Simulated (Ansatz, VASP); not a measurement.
**One calculation of CdTe, two programs**

```xyz
2
Lattice="0.0000 3.0444 3.0444 3.0444 0.0000 3.0444 3.0444 3.0444 0.0000" Properties=species:S:1:pos:R:3 pbc="T T T"
Cd    0.0000    0.0000    0.0000
Te    3.0444    3.0444    3.0444
```

Alike in both runs: task single point; functional PBEsol; k mesh 6 × 6 × 6; no spin polarisation.

|  | VASP | Ansatz |
| --- | --- | --- |
| version | VASP 6.6.1 | Ansatz 0.2.0 |
| potentials or method | VASP PAW PBE potentials, release 64 (Cd, Te) | plane waves |
| plane-wave cutoff (eV) | 520 | 420 |
| occupations | methfessel-paxton of order 1, width 0.5 eV | cold, width 0.5 eV |
| valence electrons in the cell | 18 | 36 |

```tsv
	VASP	Ansatz	Ansatz less VASP
pressure (GPa)	-2.0	-2.3	-0.31
```

The two sets of potentials don't hold the same shells in valence.

Caveats: the PAW data sets were made with another functional, which shifts forces and pressure a little (VASP). Spin-orbit coupling is left out, which matters for the levels of Te.
